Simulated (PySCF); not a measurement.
A mixed set of molecules.

All values: PBE0/def2-SVPD (PySCF) at GFN2-xTB geometries, gas phase, one conformer each. Core orbitals are frozen in the response; Δα² is half the sum of the squared differences of the principal polarisabilities.

Question: Rank by mean static polarisability, highest first.
A. `Cc1cncn1[SiH3]`
B. `O=C1OCC=C1OC(F)F`
C. `FC([SiH3])([SiH3])CO[SiH3]`
D. `CC(=O)OC=O`
E. `C(#N)CC#N`
F. `C#C[SiH2][SiH]1CCC1`

Answer: F (16.51 Å³), C (16.10 Å³), A (12.33 Å³), B (10.35 Å³), D (6.88 Å³), E (6.04 Å³).

Question: Rank by dipole moment, lowest first.
A. `n1cn([SiH3])c(C)c1`
B. `[F:1][C:2]([SiH3:3])([SiH3:4])[CH2:5][O:6][SiH3:7]` with F1–C2–C5–O6 -153°, C2–C5–O6–Si7 -162°
C. malononitrile, `N#CCC#N`
D. `[CH:1]#[C:2][SiH2:3][SiH:4]1[CH2:5][CH2:6][CH2:7]1` with C2–Si3–Si4–C5 -43°, Si3–Si4–C5–C6 125°, Si4–C5–C6–C7 -11°, C5–C6–C7–Si4 11°, Si3–Si4–C7–C6 -124°
E. `[O:1]=[C:2]1[O:3][CH2:4][CH:5]=[C:6]1[O:7][CH:8]([F:9])[F:10]` with C5–C6–O7–C8 164°, C6–O7–C8–F9 169°
F. `[CH3:1][C:2](=[O:3])[O:4][CH:5]=[O:6]` with C1–C2–O4–C5 180°, C2–O4–C5–O6 0°

Answer: D (0.70 D), B (2.01 D), A (3.77 D), C (4.03 D), F (4.23 D), E (4.70 D).

Question: Rank by polarisability anisotropy Δα, lowest first.
A. `[NH2:1][SiH2:2][n:3]1[cH:4][cH:5][cH:6][cH:7]1` with H–N1–Si2–N3 46° and -174°, N1–Si2–N3–C4 -153°
B. `N#CCC#N` (malononitrile)
C. `[CH:1]#[C:2][SiH2:3][SiH:4]1[CH2:5][CH2:6][CH2:7]1` with C2–Si3–Si4–C5 -43°, Si3–Si4–C5–C6 125°, Si4–C5–C6–C7 -11°, C5–C6–C7–Si4 11°, Si3–Si4–C7–C6 -124°
D. `Clc1cnsn1`
E. `Cc1cncn1[SiH3]`
F. `[O:1]=[C:2]1[O:3][CH2:4][CH:5]=[C:6]1[O:7][CH:8]([F:9])[F:10]` with C5–C6–O7–C8 164°, C6–O7–C8–F9 169°

Answer: B (2.94 Å³), C (4.58 Å³), E (5.15 Å³), A (5.39 Å³), F (5.87 Å³), D (6.41 Å³).

All values together:

```
                    SMILES     formula  μ (D)  HOMO (eV)  LUMO (eV)  α (Å³)  Δα (Å³)  electrons  α per electron (Å³)
       C#C[SiH2][SiH]1CCC1    C5H10Si2   0.70      -7.58      -0.44   16.51     4.58         68                0.243
          O=C1OCC=C1OC(F)F    C5H4F2O3   4.70      -8.14      -1.75   10.35     5.87         76                0.136
                 Clc1cnsn1    C2HClN2S   0.83      -7.98      -1.98    9.73     6.41         60                0.162
                   N#CCC#N      C3H2N2   4.03     -10.19      -0.49    6.04     2.94         34                0.178
                CC(=O)OC=O      C3H4O3   4.23      -8.10      -1.25    6.88     3.14         46                0.149
            N[SiH2]n1cccc1    C4H8N2Si   2.41      -6.13       0.16   12.44     5.39         60                0.207
            Cc1cncn1[SiH3]    C4H8N2Si   3.77      -6.46      -0.02   12.33     5.15         60                0.206
FC([SiH3])([SiH3])CO[SiH3]  C2H11FOSi3   2.01      -7.89      -0.20   16.10     2.42         82                0.196
```

Conformers: `[CH:1]#[C:2][SiH2:3][SiH:4]1[CH2:5][CH2:6][CH2:7]1` with C2–Si3–Si4–C5 -43°, Si3–Si4–C5–C6 125°, Si4–C5–C6–C7 -11°, C5–C6–C7–Si4 11°, Si3–Si4–C7–C6 -124°; `[O:1]=[C:2]1[O:3][CH2:4][CH:5]=[C:6]1[O:7][CH:8]([F:9])[F:10]` with C5–C6–O7–C8 164°, C6–O7–C8–F9 169°; `[CH3:1][C:2](=[O:3])[O:4][CH:5]=[O:6]` with C1–C2–O4–C5 180°, C2–O4–C5–O6 0°; `[NH2:1][SiH2:2][n:3]1[cH:4][cH:5][cH:6][cH:7]1` with H–N1–Si2–N3 46° and -174°, N1–Si2–N3–C4 -153°; `[F:1][C:2]([SiH3:3])([SiH3:4])[CH2:5][O:6][SiH3:7]` with F1–C2–C5–O6 -153°, C2–C5–O6–Si7 -162°.

How closely does the mean polarisability follow the number of electrons in this set?

The correlation coefficient is 0.80; α per electron runs from 0.136 to 0.243 Å³.
